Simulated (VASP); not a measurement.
# Te: molecular dynamics with a thermostat

Te, Pmc2_1 (no. 26), 8 atoms in the cell. PBE, molecular dynamics; PAW potentials Te (PBE set).

Ensemble: Nose-Hoover; Target temperature (K): 600.

## Input

INCAR:
```
GGA      = PE             # functional
PREC     = Normal         # precision mode
ENCUT    = 200            # plane-wave cutoff, eV
EDIFF    = 1E-6           # SCF threshold, eV
NELMIN   = 4            
NELM     = 60             # most SCF steps
ALGO     = Fast           # electronic algorithm
LREAL    = Auto         
LASPH    = T              # aspherical terms in the spheres
ISMEAR   = -1             # smearing method
SIGMA    = 0.05           # smearing width, eV
ISYM     = 0            
LWAVE    = F              # write WAVECAR
LCHARG   = F              # write CHGCAR
IBRION   = 0              # ionic algorithm
NSW      = 60             # ionic steps
POTIM    = 4.0            # step
TEBEG    = 600          
ISIF     = 2              # what is computed and relaxed
RANDOM_SEED= 122001 0 0   
MDALGO   = 2            
SMASS    = 0            
KPAR     = 2             
```

KPOINTS:
```
k-points
0
Gamma
  2 3 2
```

POSCAR:
```
Te
1.0
    6.2615380000      0.0000000000      0.0000000000
    0.0000000000      4.7429080000      0.0000000000
    0.0000000000      0.0000000000      8.9856130000
Te
8
Direct
    0.2500000000      0.0125320000      0.5091860000
    0.7500000000      0.0125320000      0.5091860000
    0.2500000000      0.9874680000      0.0091860000
    0.7500000000      0.9874680000      0.0091860000
    0.2500000000      0.4547290000      0.2608140000
    0.7500000000      0.4547290000      0.2608140000
    0.2500000000      0.5452710000      0.7608140000
    0.7500000000      0.5452710000      0.7608140000
```

Commands:
```
cat potpaw_PBE.64/Te/POTCAR > POTCAR
mpirun -np 2 vasp_std > vasp.out
```

## Result

- Mean temperature (K): 614
- Spread of the conserved energy (meV/atom): 0.23
- Rise of the mean potential energy above the start (meV/atom): 65.9
- Electronic steps per ionic step after the first: 5.1

Course of the run:

| Time (fs) | Temperature (K) | Potential energy less the first (meV/atom) | Conserved energy less the first (meV/atom) |
|---|---|---|---|
| 4 | 600 | 0.0 | 0.00 |
| 24 | 539 | 7.3 | 0.01 |
| 40 | 452 | 19.7 | 0.03 |
| 60 | 402 | 34.7 | 0.05 |
| 76 | 453 | 43.1 | 0.08 |
| 96 | 652 | 50.9 | 0.06 |
| 112 | 832 | 61.1 | -0.06 |
| 132 | 834 | 85.0 | -0.13 |
| 148 | 687 | 104.3 | -0.07 |
| 168 | 584 | 113.0 | -0.07 |
| 184 | 599 | 109.3 | -0.08 |
| 204 | 649 | 100.5 | -0.05 |
| 220 | 672 | 92.8 | -0.06 |
| 240 | 648 | 84.3 | -0.02 |

REPORT:
```
MDALGO =   2
               SCALING =       0
                 CNEXP =     9.000   14.000
           RANDOM_SEED =            122001                0                0

   original number of atomic DOF:         21
   number of independent constraints:      0
   number of active DOF:                  21

========================================
         MD step No.       1
========================================

  Atomic velocities initialized by STEP_tb

  >Energies
                    E_tot             E_pot             E_kin               EPS                ES
   e_b>   -0.24078395E+02   -0.24621063E+02    0.54266713E+00    0.00000000E+00    0.00000000E+00

  >Temperature
               T_sim     T_inst
   tmprt>    600.000    599.748

  >Thermostat:
           s(n+1) sdot(n+1)      s(n)   sdot(n)        Qs
   s_b>  -0.00001  -0.00001   0.00000   0.00000   0.34654

           RANDOM_SEED =            122001               48                0

[... steps left out ...]

========================================
         MD step No.      60
========================================

  >Energies
                    E_tot             E_pot             E_kin               EPS                ES
   e_b>   -0.24078559E+02   -0.23946618E+02    0.58619567E+00    0.14590411E-01   -0.73272682E+00

  >Temperature
               T_sim     T_inst
   tmprt>    600.000    647.855

  >Thermostat:
           s(n+1) sdot(n+1)      s(n)   sdot(n)        Qs
   s_b>  -0.65619   0.01908  -0.67483   0.01821   0.34654

           RANDOM_SEED =            122001               48                0
```

OSZICAR:
```
N       E                     dE             d eps       ncg     rms          rms(c)
DAV:   1     0.149974816373E+03    0.14997E+03   -0.10128E+04   464   0.619E+02
DAV:   2    -0.129289880864E+02   -0.16290E+03   -0.15629E+03   609   0.141E+02
DAV:   3    -0.242730499227E+02   -0.11344E+02   -0.11097E+02   555   0.408E+01
DAV:   4    -0.246185643946E+02   -0.34551E+00   -0.33567E+00   615   0.753E+00
DAV:   5    -0.246311864239E+02   -0.12622E-01   -0.12183E-01   598   0.116E+00    0.200E+01
RMM:   6    -0.246149058809E+02    0.16281E-01   -0.43344E-02   464   0.888E-01    0.121E+01
RMM:   7    -0.246215822805E+02   -0.66764E-02   -0.89261E-02   465   0.133E+00    0.349E-01
RMM:   8    -0.246208042555E+02    0.77802E-03   -0.10225E-02   468   0.550E-01    0.140E-01
RMM:   9    -0.246210242706E+02   -0.22002E-03   -0.19717E-03   509   0.202E-01    0.119E-01
RMM:  10    -0.246210659195E+02   -0.41649E-04   -0.52753E-04   532   0.782E-02    0.663E-02
RMM:  11    -0.246210405734E+02    0.25346E-04   -0.23500E-04   488   0.484E-02    0.584E-02
RMM:  12    -0.246210583326E+02   -0.17759E-04   -0.13360E-04   491   0.323E-02    0.204E-02
[... left out ...]
     59 T=   659. E= -.24078645E+02 F= -.23935478E+02 E0= -.23922610E+02  EK= 0.59588E+00 SP= -.75E+00 SK= 0.13E-01
[... last step whole ...]
       N       E                     dE             d eps       ncg     rms          rms(c)
DAV:   1    -0.239465755753E+02   -0.11098E-01   -0.82667E-03   670   0.159E+00    0.110E-02
RMM:   2    -0.239466085000E+02   -0.32925E-04   -0.33140E-04   465   0.559E-02    0.393E-03
RMM:   3    -0.239466163771E+02   -0.78770E-05   -0.74730E-05   498   0.239E-02    0.487E-03
RMM:   4    -0.239466179166E+02   -0.15395E-05   -0.15709E-05   354   0.100E-02    0.313E-03
RMM:   5    -0.239466181628E+02   -0.24624E-06   -0.26301E-06   280   0.476E-03
     60 T=   648. E= -.24078559E+02 F= -.23946618E+02 E0= -.23933571E+02  EK= 0.58620E+00 SP= -.73E+00 SK= 0.15E-01
```

Limits: 240 fs of 8 atoms are too short for converged averages; the cell is only 4.7 Å across, so each atom moves in step with near copies of itself.

VASP 6.6.1 took 260 s on 2 cores (Intel Xeon Platinum 8488C (Sapphire Rapids)), a shared host.
